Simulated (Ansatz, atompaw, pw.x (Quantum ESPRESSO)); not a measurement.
# pw.x on fcc Mo: one setting changed

Potential: PAW, atompaw 4.2.0.5, PBE; core [Ar] 3d10, reference 4s2 4p6 4d5 5s0.5 5p0.5; waves: 4s (bound): rc 1.95 bohr; 5s (bound): rc 2.70 bohr; 4p (bound): rc 2.10 bohr; 5p (bound): rc 2.70 bohr; 4d (bound): rc 1.40 bohr; 4d channel at 3.85 Ry: rc 2.70 bohr; local part: bessel scheme, radius 2.45 bohr; core correction: smooth core density matched at 1.50 bohr; augmentation: sinc compensation charge, radius 2.45 bohr; PAW radius 2.70 bohr; waves and projectors: custom rrkj gramschmidtortho.

The reference run (k-mesh 14³, cutoffs 85/850 Ry, Fermi–Dirac 0.01 Ry, mixing_beta 0.4, conv_thr 1e-9, no spin) gives 3.53 GPa at 16.027 Å³/atom, where all-electron LAPW gives 0.44 GPa. This run, with its own iteration cap, changes k-mesh points per axis to 3.

```
&control
  calculation='scf', prefix='x', pseudo_dir='./', outdir='./tmp', tstress=.true., disk_io='none'
/
&system
  ibrav=0, nat=1, ntyp=1, ecutwfc=85, ecutrho=850, nbnd=15,
  occupations='smearing', smearing='fd', degauss=0.01
/
&electrons
  conv_thr=1e-09, mixing_beta=0.4, electron_maxstep=50
/
ATOMIC_SPECIES
Mo 1.0 Mo.UPF
CELL_PARAMETERS angstrom
  0.00000000 2.00112437 2.00112437
  2.00112437 0.00000000 2.00112437
  2.00112437 2.00112437 0.00000000
ATOMIC_POSITIONS crystal
Mo 0.0000 0.0000 0.0000
K_POINTS automatic
3 3 3 0 0 0
```

```bash
pw.x < Mo.scf.in > Mo.scf.out
```

Q: How does the run end?

A: It converges in 9 iterations; the free energy moves by +237.0 meV/atom and the pressure by +3.82 GPa.

```
Message from routine setup:
     using ibrav=0 with symmetry is DISCOURAGED, use correct ibrav instead
     lattice parameter (alat)  =       5.3480  a.u.
     unit-cell volume          =     108.1556 (a.u.)^3
     number of electrons       =        14.00
     number of Kohn-Sham states=           15
     kinetic-energy cutoff     =      85.0000  Ry
     charge density cutoff     =     850.0000  Ry
     scf convergence threshold =      1.0E-09
     Exchange-correlation= SLA PW PBX PBC
     number of k points=     4  Fermi-Dirac smearing, width (Ry)=  0.0100
     iteration #  1     ecut=    85.00 Ry     beta= 0.40
     total energy              =    -363.84816010 Ry
     estimated scf accuracy    <       0.21684084 Ry
     iteration #  2     ecut=    85.00 Ry     beta= 0.40
     total energy              =    -363.86017194 Ry
     estimated scf accuracy    <       0.02092152 Ry
     iteration #  3     ecut=    85.00 Ry     beta= 0.40
     total energy              =    -363.86324245 Ry
     estimated scf accuracy    <       0.00039063 Ry
     [... 3 iterations left out ...]
     iteration #  7     ecut=    85.00 Ry     beta= 0.40
     total energy              =    -363.86342703 Ry
     estimated scf accuracy    <          1.5E-09 Ry
     iteration #  8     ecut=    85.00 Ry     beta= 0.40
     total energy              =    -363.86342703 Ry
     estimated scf accuracy    <          4.2E-09 Ry
     iteration #  9     ecut=    85.00 Ry     beta= 0.40
     the Fermi energy is    20.2696 ev
!    total energy              =    -363.86342704 Ry
     estimated scf accuracy    <          3.1E-10 Ry
     smearing contrib. (-TS)   =      -0.00712184 Ry
     The total energy is F=E-TS. E is the sum of the following terms:
     one-electron contribution =     -16.65133702 Ry
     hartree contribution      =      17.84418856 Ry
     xc contribution           =     -15.59320623 Ry
     ewald contribution        =    -118.81722445 Ry
     one-center paw contrib.   =    -230.63872605 Ry
     convergence has been achieved in   9 iterations
          total   stress  (Ry/bohr**3)                   (kbar)     P=       73.57
     Message from routine punch:
     Nothing written, as per user request (disk_io='none')
```

The run took about 12 s on one core of a shared host (Intel(R) Xeon(R) Platinum 8259CL CPU @ 2.50GHz, 96 threads, 755 GiB, load 19).
